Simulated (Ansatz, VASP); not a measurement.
## One calculation of SiC (Moissanite 3C), two programs

```xyz
2
Lattice="0.0000 2.1790 2.1790 2.1790 0.0000 2.1790 2.1790 2.1790 0.0000" Properties=species:S:1:pos:R:3 pbc="T T T"
Si    0.0000    0.0000    0.0000
C     1.0895    1.0895    1.0895
```

Alike in both runs: functional PBE; k mesh 17 × 17 × 17; occupations fermi-dirac, width 0.02 eV; no spin polarisation.

Ansatz relaxed the structure, and its values are those at the end. VASP's run is a single point on that final structure, the one shown.

|  | VASP | Ansatz |
| --- | --- | --- |
| version | VASP 6.6.1 | Ansatz 0.2.0 |
| potentials or method | VASP PAW PBE potentials, release 64 (Si, C) | plane-wave PAW, scalar-relativistic |
| plane-wave cutoff (eV) | 520 | 420 |
| valence electrons in the cell | 8 | 8 |

|  | VASP | Ansatz | Ansatz less VASP |
| --- | --- | --- | --- |
| gap on the k mesh at the Fermi level (eV) | 1.40 | 1.40 | +0.003 |
| pressure (GPa) | 3.2 | 3.3 | +0.06 |

Ansatz warned: «stress_scf_threshold_loose».

Caveats: an odd mesh through Γ misses points on the zone boundary, where band edges often lie.
